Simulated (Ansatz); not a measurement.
Wanted: the native input for an Ansatz 0.2.0 run.

| Property | Result |
| --- | --- |
| Task | single point |
| Functional | revPBE |
| Dispersion | D3(BJ) |
| Potentials or basis | PseudoDojo standard (PBE files) |
| Cutoff | 1007 eV (not typed: the program's choice for these potentials) |
| k mesh | 10 × 10 × 10 |
| Occupations | fermi-dirac, width 0.05 eV |
| Spin | spin-orbit coupling, no magnetisation |
| Hubbard terms | W d U = 3 eV |
| Double counting | amf |
| Hubbard projectors | ortho-atomic (the default) |

WS2:

```
W S
1.0
     1.57900    0.91164    6.16333
    -1.57900    0.91164    6.16333
     0.00000   -1.82327    6.16333
W S
1 2
Direct
  0.00000 0.00000 0.00000
  0.41900 0.41900 0.41900
  0.24970 0.24970 0.24970
```

Measurements of this composition are mostly on another form, of space group No. 194.

The input as run:

input.yaml

```yaml
crystal:
  lattice: { a: 3.158, b: 3.158, c: 18.49, alpha: 90.0, beta: 90.0, gamma: 120.0 }
  space_group: 160
  reduce_to_primitive: true
  atoms:
    - { symbol: W, wyckoff: "3a", position: [0.0, 0.0, 0.0] }
    - { symbol: S, wyckoff: "3a", position: [0.3333333333, 0.6666666667, 0.0856666667] }
    - { symbol: S, wyckoff: "3a", position: [0.0, 0.0, 0.2497] }
hamiltonian:
  xc: revpbe
  pseudopotentials: { kind: nc_fr }
  dispersion: d3bj
  hubbard: { sites: [{ species: W, l: d, u_eff: 3.0 }], double_counting: amf }
magnetization:
  noncollinear: true
  spin_orbit: true
kpoints:
  mp_grid: { grid: [10, 10, 10] }
scf:
  occupations: { method: fermi_dirac, width: 0.05 }
output:
  forces: true
  stress: true
  eigenvalues: true
```

Potentials or basis: PseudoDojo standard (PBE files).

Command:

```bash
$ ansatz run input.yaml --threads 2 --pin off --max-ram 5120MiB --backend cpu --events-out ev --progress --plain --runs-dir out
```

Results of the run:

- Pressure: -1.2 GPa
- Largest force: 0.612 eV/Å
- Band gap on the k mesh: 1.00 eV, indirect (least direct gap 1.79 eV)

Caveat: the potentials were made for another functional, which shifts forces and pressure.

Run time: 77 s on 2 threads of Arm Neoverse V2, on a shared host, peak memory 2.1 GiB.
